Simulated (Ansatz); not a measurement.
# Pt (bcc type): how the settings move a single-point run

Aim: see which settings change the result for Pt (bcc type), by how much, and at what cost.

Method: reference: DFT, PBE, norm-conserving pseudopotentials, Ansatz's default files, scalar-relativistic, in Ansatz 0.2.0.

### Step 1. The structure to begin with

It takes space group Im-3m (No. 229, cubic). Conventional cell: a = 3.164 Å, b = 3.164 Å, c = 3.164 Å, α = 90.00°, β = 90.00°, γ = 90.00°. Around Pt (site symmetry m-3m) lie 8 Pt at 2.74 Å.

Structure file:

```cif
data_structure
_symmetry_space_group_name_H-M 'Im-3m'
_symmetry_Int_Tables_number 229
_cell_length_a 3.1641
_cell_length_b 3.1641
_cell_length_c 3.1641
_cell_angle_alpha 90.000
_cell_angle_beta 90.000
_cell_angle_gamma 90.000
_cell_volume 31.68
loop_
_atom_site_label
_atom_site_type_symbol
_atom_site_symmetry_multiplicity
_atom_site_Wyckoff_symbol
_atom_site_fract_x
_atom_site_fract_y
_atom_site_fract_z
_atom_site_occupancy
Pt1 Pt 2 a 0.00000 0.00000 0.00000 1
```

### Step 2. The reference run

File input.yaml:

```yaml
crystal:
  lattice:
    - [-1.5820589383, 1.5820589383, 1.5820589383]
    - [1.5820589383, -1.5820589383, 1.5820589383]
    - [1.5820589383, 1.5820589383, -1.5820589383]
  atoms:
    - { symbol: Pt, position: [0.0, 0.0, 0.0] }
kpoints:
  mp_grid: { grid: [17, 17, 17] }
scf:
  occupations: { method: fermi_dirac, width: 0.08 }
hamiltonian:
  xc: pbe
  pseudopotentials: { kind: nc }
output:
  forces: true
  stress: true
  eigenvalues: true
```

Launch:

```bash
ansatz run input.yaml --threads 1 --pin off --max-ram 2048MiB --backend cpu --events-out ev --progress --plain --runs-dir out
```

From the output:

```text
[...]
Basis set: ecut = 1142.878222 eV, 1433 PW (Γ), exchange–correlation on 64×64×64 points (8 copies of the dense FFT grid, shifted against one another)
[...]
k-points: 165 of 4913
[...]
SCF iter   1: F=—  HF=-3550.719044 eV  |F-HF|=—  |Δ(HF+E_count)|=         —  Δρ=9.15e-2  dr2=1.04e0  ethr=3.10e-3  ⟨swp⟩=4.9  Hψ=11735  notcnv=0
preconditioner: auto → none  [metal: Δε(μ)=0.025 eV  Ē_g=13.409 eV  σ=0.080 eV  W_gap=0.08  n_scr=0 (ndim 8)  ℏωp=29.5 eV  f_vac=0.000  D(μ)=1.09/eV (n_scr^D=12)]
SCF iter   2: F=—  HF=-3550.412122 eV  |F-HF|=—  |Δ(HF+E_count)|=   3.07e-1  Δρ=2.98e-2  dr2=4.70e-2  ethr=3.10e-3  ⟨swp⟩=2.9  Hψ=5301  notcnv=0
[...]
SCF iter   6: F=—  HF=-3550.395989 eV  |F-HF|=—  |Δ(HF+E_count)|=   3.98e-7  Δρ=3.86e-5  dr2=4.58e-8  ethr=5.56e-10  ⟨swp⟩=5.0  Hψ=12452  notcnv=0
SCF iter   7: F=-3550.395989 eV  HF=-3550.395989 eV  |F-HF|=1.18e-11  |Δ(HF+E_count)|=   1.47e-8  Δρ=1.80e-6  dr2=7.33e-11  ethr=2.54e-10  ⟨swp⟩=2.6  Hψ=7609  notcnv=0
[...]
SCF converged after 7 iterations
Free energy (F): -3550.395989 eV
[...]
E sigma→0 (E₀):  -3550.385058 eV
[...]
Fermi energy:    21.895450 eV
[...]
  P = ⅓ Tr σ = 0.1161 GPa (1.161 kbar)
[...]
```

Run time: 4.8 s. Hardware: 1 thread of Intel Xeon Platinum 8488C (Sapphire Rapids), shared host; peak memory 0.37 GiB.

### Step 3. Changed: xc revpbe, xc_grid 1

Changes to input.yaml since step 2:

```diff
@@ -12,3 +12,3 @@
 hamiltonian:
-  xc: pbe
+  xc: revpbe
   pseudopotentials: { kind: nc }
@@ -18 +18,3 @@
   eigenvalues: true
+basis:
+  xc_grid: 1
```

Launch:

```bash
ansatz run input.yaml --threads 1 --pin off --max-ram 2048MiB --backend cpu --events-out ev --progress --plain --runs-dir out
```

Standard output, shortened:

```text
[...]
Pseudopotentials: kind: nc
Pseudopotential: Pt, nc, valence charge 18, recommended cutoff 1142.878222 eV (normal), Pt.nc.azcp
Functional definition: revPBE
[...]
Crystal: 1 atoms, lattice volume = 15.839 Å³
Basis set: ecut = 1142.878222 eV, 1433 PW (Γ)
Bands: 13, of which v1, the nominal top of the filled ones, is band 9 counted from 1 (8 counted from 0)
Symmetry: 48 space group operations
Space group: Im-3m (ITA 229), of the structure as read, at distance tolerance 2.5e-5 Å
k-points: 165 of 4913
[...]
SCF iter   1: F=—  HF=-3551.189329 eV  |F-HF|=—  |Δ(HF+E_count)|=         —  Δρ=8.81e-2  dr2=9.47e-1  ethr=3.10e-3  ⟨swp⟩=5.0  Hψ=11765  notcnv=0
[...]
SCF iter   7: F=-3550.905218 eV  HF=-3550.905218 eV  |F-HF|=4.09e-12  |Δ(HF+E_count)|=   1.20e-8  Δρ=1.74e-6  dr2=7.14e-11  ethr=2.83e-10  ⟨swp⟩=2.7  Hψ=8182  notcnv=0
[...]
SCF converged after 7 iterations
Free energy (F): -3550.905218 eV
[...]
E sigma→0 (E₀):  -3550.894308 eV
Entropy (-TS):   -0.021821 eV (-21.821 meV/atom)
Fermi energy:    21.952972 eV
[...]
--- Forces (eV/Å), atoms counted from 1 ---
  atom   1  Pt     0.00000000     0.00000000     0.00000000
[...]
--- Stress (GPa, compression-positive) ---
        2.900419      -0.000000       0.000000
       -0.000000       2.900419       0.000000
        0.000000      -0.000000       2.900419
  P = ⅓ Tr σ = 2.9004 GPa (29.004 kbar)
--- Band table (eV; the first three rows and the last of 165) ---
  k-point 0: bands = ["-76.1240", "-30.0907", "-30.0907", "-30.0907", "12.5148", "18.5148", "18.5148", "18.5148", "20.9892", "20.9892", "39.0361", "39.0361", "39.0361"]
[...]
```

Run time: 4.9 s. Hardware: 1 thread of Intel Xeon Platinum 8488C (Sapphire Rapids), shared host; peak memory 0.35 GiB.

After a change of functional the difference of the totals has no physical meaning; the pressure goes from 0.1 to 2.9 GPa. The numerical grids changed too.

### Step 4. Side by side

| run | ending | energy change | pressure (GPa) | gap (eV) | force (eV/Å) | cycles | time |
| --- | --- | --- | --- | --- | --- | --- | --- |
| reference | converged | - | 0.1 | 0.00 | 0.00 | 7 | 4.8 s |
| 1: xc revpbe, xc_grid 1 | converged | not comparable | 2.9 | 0.00 | 0.00 | 7 | 4.9 s |

Residual by cycle in the longest SCF loop of each run; runs are numbered as in the table. The quantity is the density residual dr2, in eV.

| cycle | reference | run 1 |
| --- | --- | --- |
| 1 | 1.04 | 0.947 |
| 2 | 0.047 | 0.0431 |
| 3 | 0.00646 | 0.00653 |
| 4 | 1.9e-4 | 2.9e-4 |
| 5 | 2.7e-6 | 4.5e-6 |
| 6 | 4.6e-8 | 5.1e-8 |
| 7 | 7.3e-11 | 7.1e-11 |

After a change of functional the difference of the totals has no physical meaning; the pressure goes from 0.1 to 2.9 GPa. The numerical grids changed too.
